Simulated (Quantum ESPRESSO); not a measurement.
## GaSb in Quantum ESPRESSO: convergence with number of bands

GaSb:

```
Sb Ga
1.0
     0.00000    3.05900    3.05900
     3.05900    0.00000    3.05900
     3.05900    3.05900    0.00000
Sb Ga
1 1
Direct
  0.75000 0.75000 0.75000
  0.00000 0.00000 0.00000
```

- Program: Quantum ESPRESSO 7.5
- Task: single point
- Functional: PBE
- Potentials or basis: JTH 2.0 PBE
- Cutoff: 490 eV
- Density cutoff: 2939 eV
- k mesh: 8 × 8 × 8
- Occupations: fermi-dirac, width 0.05 eV
- Spin: no spin polarisation

These are the settings of the first run; the series varies number of bands, with any setting tied to it.

Hardware: 1 thread of Arm Neoverse V1, on a shared host.

```
number of bands  energy less the tightest run, at zero smearing (meV/atom)  SCF cycles  CPU time (s)  peak memory (GiB)
             17                                                       0.00           8            16               0.11
             18                                                       0.00           9            18               0.11
             19                                                       0.00           8            17               0.11
             21                                                       0.00           8            18               0.12
             25                                                       0.00           8            19               0.12
             33                                                       0.00           8            24               0.12
```

Against the tightest run, the energy stays within 1 meV/atom from 17 on. The tightest run that finished is the yardstick and may itself not be fully converged.

 The run has no spin-orbit coupling, so splittings on Sb are missing.
